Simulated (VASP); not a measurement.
# ZnS (F-43m) in VASP: further runs

The runs below take ZnS through single point, with PBE.

Everything below comes from runs of VASP 6.6.1. Logs are shortened: lines on timing, memory, paths and dates and some standing lists are left out, and cuts for length are marked.

### Step 1. Starting point

It takes space group F-43m (No. 216, cubic). Conventional cell: a = 5.404 Å, b = 5.404 Å, c = 5.404 Å, α = 90.00°, β = 90.00°, γ = 90.00°. Zn (site symmetry -43m) is surrounded by 4 S at 2.34 Å. Around S (site symmetry -43m) lie 4 Zn at 2.34 Å.

### Step 2. Single point, PBE, spin-orbit coupling, no magnetisation

Input file INCAR:

```
SYSTEM = ZnS
ALGO = Normal
EDIFF = 1E-7
ENCUT = 460
GGA = PE
GGA_COMPAT = .False.
ISIF = 2
ISMEAR = 0
LASPH = .True.
LCHARG = .False.
LORBIT = 11
LREAL = .False.
LSORBIT = .True.
LWAVE = .False.
MAGMOM = 0 0 0 0 0 0
NBANDS = 34
NELM = 100
PREC = Accurate
SIGMA = 0.02
```

Input file KPOINTS:

```
k-points
0
Gamma
  6 6 6
  0 0 0
```

Input file POSCAR:

```
ZnS
1.0
    0.0000000000      2.7020000000      2.7020000000
    2.7020000000      0.0000000000      2.7020000000
    2.7020000000      2.7020000000      0.0000000000
Zn S
1 1
Direct
    0.7500000000      0.7500000000      0.7500000000
    0.0000000000      0.0000000000      0.0000000000
```

Potentials or basis: VASP PAW PBE potentials, release 64 (Zn, S).

Launch:

```
cat potpaw_PBE.64/Zn/POTCAR potpaw_PBE.64/S/POTCAR > POTCAR
mpirun -np 1 vasp_ncl > vasp.out
```

OUTCAR:

```text
SYSTEM = ZnS
   EDIFF = 1E-7
   ENCUT = 460
   GGA = PE
   ISIF = 2
   ISMEAR = 0
   LASPH = .True.
   LORBIT = 11
   LREAL = .False.
   LSORBIT = .True.
   NELM = 100
   PREC = Accurate

 Found     22 irreducible k-points:

 Following reciprocal coordinates:
            Coordinates               Weight
  0.000000  0.000000  0.000000      1.000000
  0.166667  0.000000  0.000000      4.000000
 -0.166667  0.000000  0.000000      4.000000
  0.333333  0.000000  0.000000      4.000000
 -0.333333  0.000000  0.000000      4.000000
  0.500000  0.000000  0.000000      4.000000
   k-points           NKPTS =     22   k-points in BZ     NKDIM =     22   number of bands    NBANDS=     34
   number of dos      NEDOS =    301   number of ions     NIONS =      2
   total plane-waves  NPLWV =  21952
   dimension x,y,z NGX =    28 NGY =   28 NGZ =   28
   dimension x,y,z NGXF=    56 NGYF=   56 NGZF=   56
   ions per type =               1   1
   NGX,Y,Z   is equivalent  to a cutoff of  12.18, 12.18, 12.18 a.u.
   NGXF,Y,Z  is equivalent  to a cutoff of  24.36, 24.36, 24.36 a.u.
 SYSTEM =  ZnS
   PREC   = accura    normal or accurate (medium, high low for compatibility)
   ISTART =      0    job   : 0-new  1-cont  2-samecut
   ICHARG =      2    charge: 1-file 2-atom 10-const
   ISPIN  =      1    spin polarized calculation?
   LNONCOLLINEAR =      T non collinear calculations
   LSORBIT =      T    spin-orbit coupling
   LASPH  =      T    aspherical Exc in radial PAW
   ENCUT  =  460.0 eV  33.81 Ry    5.81 a.u.   6.68  6.68  6.68*2*pi/ulx,y,z
   NELM   =    100;   NELMIN=  2; NELMDL= -5     # of ELM steps
   EDIFF  = 0.1E-06   stopping-criterion for ELM
   LREAL  =      F    real-space projection
   EDIFFG = 0.1E-05   stopping-criterion for IOM
   NSW    =      0    number of steps for IOM
   IBRION =     -1    ionic relax: 0-MD 1-quasi-New 2-CG
   NFREE  =      0    steps in history (QN), initial steepest desc. (CG)
   ISIF   =      2    stress and relaxation
   ISYM   =      2    0-nonsym 1-usesym 2-fastsym
   POTIM  = 0.5000    time-step for ionic-motion
   TEBEG  =    0.0;   TEEND  =   0.0 temperature during run
   PSTRESS=    0.0 pullay stress
   NELECT =      18.0000    total number of electrons
   NUPDOWN=      -1.0000    fix difference up-down
   EMIN   =  10.00;   EMAX   =-10.00  energy-range for DOS
   EFERMI =   0.00;   METHOD = LEGACY
   ISMEAR =     0;   SIGMA  =   0.02  broadening in eV -4-tet -1-fermi 0-gaus
   EFERMI_NEDOS =   21; number of points for ismear=-14 and -15
   IALGO  =     38    algorithm
   IMIX   =      4    mixing-type and parameters
     AMIX     =   0.40;   BMIX     =  1.00
     AMIX_MAG =   1.60;   BMIX_MAG =  1.00
  volume/ion in A,a.u.               =      19.73       133.12
  Fermi-wavevector in a.u.,A,eV,Ry     =   1.260290  2.381602 21.610537  1.588330
  Thomas-Fermi vector in A             =   2.393807
   LORBIT       =     11    0 simple, 1 ext, 2 COOP (PROOUT), +10 PAW based schemes
   GGA     = PE    functional components
   LHFCALC =     F    Hartree Fock is set to
   AEXX    =    0.0000 exact exchange contribution
   IVDW    =     0    specifies the selected vdW correction
   LEPSILON=     F    determine dielectric tensor
   LRPA    =     F    only Hartree local field effects (RPA)
 Gauss-broadening in eV      SIGMA  =   0.02
  energy-cutoff  :      460.00
  volume of cell :       39.45
 maximum number of plane-waves:      1798
   NGX = 13   NGY = 13   NGZ = 13

 number of electron      18.0000000 magnetization      -0.0000000     -0.0000000     -0.0000000

 number of electron      18.0000000 magnetization       0.0000000      0.0000000      0.0000000

 number of electron      18.0000000 magnetization       0.0000000     -0.0000000     -0.0000000

 number of electron      18.0000000 magnetization      -0.0000000      0.0000000      0.0000000

 Free energy of the ion-electron system (eV)
  ---------------------------------------------------
  ext. energy  EPLUGINS =         0.00000000
  ---------------------------------------------------
  free energy    TOTEN  =        -6.84867251 eV

  energy without entropy =       -6.84867251  energy(sigma->0) =       -6.84867251

 E-fermi :   2.2739     XC(G=0):  -9.6290

 val. band max:        2.1294337372   @ k =   0.0000   0.0000   0.0000
 cond. band min:       4.2224649220   @ k =   0.0000   0.0000   0.0000
 fundamental gap:      2.0930311848
 Fermi energy:         2.2739292515

 k-point     1 :       0.0000    0.0000    0.0000
  band No.  band energies     occupation
      1     -11.0313      1.00000
      2     -11.0313      1.00000
      3      -4.3351      1.00000
      4      -4.3351      1.00000
      5      -4.3351      1.00000
      6      -4.3351      1.00000
[... 22 lines left out ...]
     29      13.8710      0.00000
     30      13.8710      0.00000

 k-point     2 :       0.1667    0.0000    0.0000
  band No.  band energies     occupation
      1     -10.8289      1.00000
      2     -10.8289      1.00000
      3      -4.3295      1.00000
      4      -4.3099      1.00000
      5      -4.3099      1.00000
      6      -4.2947      1.00000
[... 22 lines left out ...]
     29      13.0854      0.00000
     30      13.0948      0.00000

 k-point     3 :      -0.1667    0.0000    0.0000
  band No.  band energies     occupation
      1     -10.8289      1.00000
      2     -10.8289      1.00000
      3      -4.3295      1.00000
      4      -4.3099      1.00000
      5      -4.3099      1.00000
      6      -4.2947      1.00000
[... 22 lines left out ...]
     29      13.0854      0.00000
     30      13.0948      0.00000

 k-point     4 :       0.3333    0.0000    0.0000
  band No.  band energies     occupation
      1     -10.3698      1.00000
      2     -10.3698      1.00000
      3      -4.2955      1.00000
      4      -4.2592      1.00000
      5      -4.1588      1.00000
      6      -4.1588      1.00000
[... 22 lines left out ...]
     29      13.6947      0.00000
     30      13.7126      0.00000

 k-point     5 :      -0.3333    0.0000    0.0000
  band No.  band energies     occupation
      1     -10.3698      1.00000
      2     -10.3698      1.00000
      3      -4.2955      1.00000
      4      -4.2592      1.00000
      5      -4.1588      1.00000
      6      -4.1588      1.00000
[... 22 lines left out ...]
     29      13.6947      0.00000
     30      13.7126      0.00000

 k-point     6 :       0.5000    0.0000    0.0000
  band No.  band energies     occupation
      1     -10.1041      1.00000
      2     -10.1041      1.00000
      3      -4.2662      1.00000
      4      -4.2662      1.00000
      5      -4.0149      1.00000
      6      -4.0149      1.00000
[... 22 lines left out ...]
     29      15.5043      0.00000
     30      15.5043      0.00000

 [... further k-points ...]

 [bands above 30 left out]

------------------------ aborting loop because EDIFF is reached ----------------------------------------

  FORCE on cell =-STRESS in cart. coord.  units (eV):
  Direction    XX          YY          ZZ          XY          YZ          ZX
  --------------------------------------------------------------------------------------
  -------------------------------------------------------------------------------------
  Total        0.4136904      0.4136904      0.4136904      0.0000000      0.0000000     -0.0000000
  in kB       16.7996420     16.7996420     16.7996420      0.0000000      0.0000000     -0.0000000
  external PRESSURE =      16.7996420 kB  Pullay stress =       0.0000000 kB

 VOLUME and BASIS-vectors are now :
 -----------------------------------------------------------------------------
  energy-cutoff  :      460.00
  volume of cell :       39.45
      direct lattice vectors                 reciprocal lattice vectors
     0.000000000  2.702000000  2.702000000    -0.185048113  0.185048113  0.185048113
     2.702000000  0.000000000  2.702000000     0.185048113 -0.185048113  0.185048113
     2.702000000  2.702000000  0.000000000     0.185048113  0.185048113 -0.185048113

 POSITION                                       TOTAL-FORCE (eV/Angst)
 -----------------------------------------------------------------------------------
      4.05300      4.05300      4.05300        -0.000000     -0.000000     -0.000000
      0.00000      0.00000      0.00000         0.000000      0.000000      0.000000
 -----------------------------------------------------------------------------------
    total drift:                                0.000001      0.000001      0.000001

  FREE ENERGIE OF THE ION-ELECTRON SYSTEM (eV)
  ---------------------------------------------------
  free  energy   TOTEN  =        -6.8486725078 eV

  energy  without entropy=       -6.8486725078  energy(sigma->0) =       -6.84867251

 Spin-Orbit-Coupling matrix elements

 Ion:    1  E_soc:     -0.0083547
 l=   1
     0.0000000    -0.0004091    -0.0004091
    -0.0004091     0.0000000    -0.0004091
    -0.0004091    -0.0004091     0.0000000
 l=   2
     0.0000000    -0.0002008     0.0000000    -0.0002008    -0.0007826
    -0.0002008     0.0000000    -0.0005869    -0.0002008    -0.0001956
     0.0000000    -0.0005869     0.0000000    -0.0005869     0.0000000
    -0.0002008    -0.0002008    -0.0005869     0.0000000    -0.0001956
    -0.0007826    -0.0001956     0.0000000    -0.0001956     0.0000000
 l=   3
     0.0000000     0.0000000     0.0000000     0.0000000     0.0000000     0.0000000     0.0000000
     0.0000000     0.0000000     0.0000000     0.0000000     0.0000000     0.0000000     0.0000000
     0.0000000     0.0000000     0.0000000     0.0000000     0.0000000     0.0000000     0.0000000
     0.0000000     0.0000000     0.0000000     0.0000000     0.0000000     0.0000000     0.0000000
     0.0000000     0.0000000     0.0000000     0.0000000     0.0000000     0.0000000     0.0000000
     0.0000000     0.0000000     0.0000000     0.0000000     0.0000000     0.0000000     0.0000000
     0.0000000     0.0000000     0.0000000     0.0000000     0.0000000     0.0000000     0.0000000

 Ion:    2  E_soc:     -0.0017771
 l=   1
     0.0000000    -0.0002962    -0.0002962
    -0.0002962     0.0000000    -0.0002962
    -0.0002962    -0.0002962     0.0000000
 l=   2
     0.0000000     0.0000000     0.0000000     0.0000000     0.0000000
     0.0000000     0.0000000     0.0000000     0.0000000     0.0000000
     0.0000000     0.0000000     0.0000000     0.0000000     0.0000000
     0.0000000     0.0000000     0.0000000     0.0000000     0.0000000
     0.0000000     0.0000000     0.0000000     0.0000000     0.0000000
 l=   3
     0.0000000     0.0000000     0.0000000     0.0000000     0.0000000     0.0000000     0.0000000
     0.0000000     0.0000000     0.0000000     0.0000000     0.0000000     0.0000000     0.0000000
     0.0000000     0.0000000     0.0000000     0.0000000     0.0000000     0.0000000     0.0000000
     0.0000000     0.0000000     0.0000000     0.0000000     0.0000000     0.0000000     0.0000000
     0.0000000     0.0000000     0.0000000     0.0000000     0.0000000     0.0000000     0.0000000
     0.0000000     0.0000000     0.0000000     0.0000000     0.0000000     0.0000000     0.0000000
     0.0000000     0.0000000     0.0000000     0.0000000     0.0000000     0.0000000     0.0000000

 total charge

# of ion       s       p       d       tot
------------------------------------------
    1        0.519   0.476   9.800  10.796
    2        1.314   2.438   0.000   3.753
--------------------------------------------------
tot          1.834   2.915   9.800  14.548

 magnetization (x)

# of ion       s       p       d       tot
------------------------------------------
    1       -0.000   0.000  -0.000  -0.000
    2       -0.000  -0.000   0.000  -0.000
--------------------------------------------------
tot         -0.000  -0.000  -0.000  -0.000

 magnetization (y)

# of ion       s       p       d       tot
------------------------------------------
    1        0.000   0.000   0.000   0.000
    2        0.000   0.000   0.000   0.000
--------------------------------------------------
tot          0.000   0.000   0.000   0.000

 magnetization (z)

# of ion       s       p       d       tot
------------------------------------------
    1       -0.000  -0.000  -0.000  -0.000
    2       -0.000  -0.000   0.000  -0.000
--------------------------------------------------
tot         -0.000  -0.000  -0.000  -0.000
```

Wall time 26 s (1 thread of AMD EPYC 9R45 (Zen 5), shared host); peak memory 0.22 GiB.

These settings aren't checked as converged: the numbers below hold their error.

What came out:

```
Free energy                                           : -6.8487 eV
Pressure                                              : 1.7 GPa
Valence electrons inside the program's atomic spheres : Zn 10.80; S 3.75
```

### Step 3. Single point, PBE, spin-orbit coupling, no magnetisation

Edit INCAR of step 2 so:

```diff
@@ -3,3 +3,3 @@
 EDIFF = 1E-7
-ENCUT = 460
+ENCUT = 520
 GGA = PE
```

KPOINTS is that of step 2.

POSCAR is that of step 2.

Potentials or basis: VASP PAW PBE potentials, release 64 (Zn, S).

Launch:

```
cat potpaw_PBE.64/Zn/POTCAR potpaw_PBE.64/S/POTCAR > POTCAR
mpirun -np 1 vasp_ncl > vasp.out
```

Wall time 26 s (1 thread of AMD EPYC 9R45 (Zen 5), shared host); peak memory 0.23 GiB.

These settings aren't checked as converged: the numbers below hold their error.

Results:

```yaml
Free_energy: -6.8492 eV
Pressure: 1.7 GPa
Valence_electrons_inside_the_program's_atomic_spheres: Zn 10.79; S 3.75
```

### Step 4. For comparison

An earlier run on the cell as given: functional PBEsol; potentials or basis VASP PAW PBE potentials, release 64 (Zn, S); cutoff 520 eV; k mesh 9 × 9 × 9; occupations fermi-dirac, width 0.05 eV; no spin polarisation.

* Pressure: -1.8 GPa
* Band gap on the k mesh: 1.98 eV, direct
